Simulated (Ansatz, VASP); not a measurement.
# LiCl in VASP and in Ansatz

```
Cl Li
1.0
     0.00000    2.56477    2.56477
     2.56477    0.00000    2.56477
     2.56477    2.56477    0.00000
Cl Li
1 1
Direct
  0.50000 0.50000 0.50000
  0.00000 0.00000 0.00000
```

Alike in both runs: functional LDA; k mesh 9 × 9 × 9; occupations fermi-dirac, width 0.05 eV; no spin polarisation.

```csv
,VASP,Ansatz
version,VASP 6.6.1,Ansatz 0.2.0
potentials or method,"VASP PAW LDA potentials, release 64 (Cl, Li_sv)",Ansatz PAW
plane-wave cutoff (eV),520,420
valence electrons in the cell,10,10
task,single point,band structure
```

|  | VASP | Ansatz | Ansatz less VASP |
| --- | --- | --- | --- |
| gap on the k mesh at the Fermi level (eV) | 6.00 | 5.99 | -0.019 |
| least direct gap on the mesh (eV) | 6.00 | 5.99 | -0.019 |

Caveats: an odd mesh through Γ misses points on the zone boundary, where band edges often lie (VASP). Expect the measured gap to be larger: semilocal functionals such as LDA lack the derivative discontinuity.
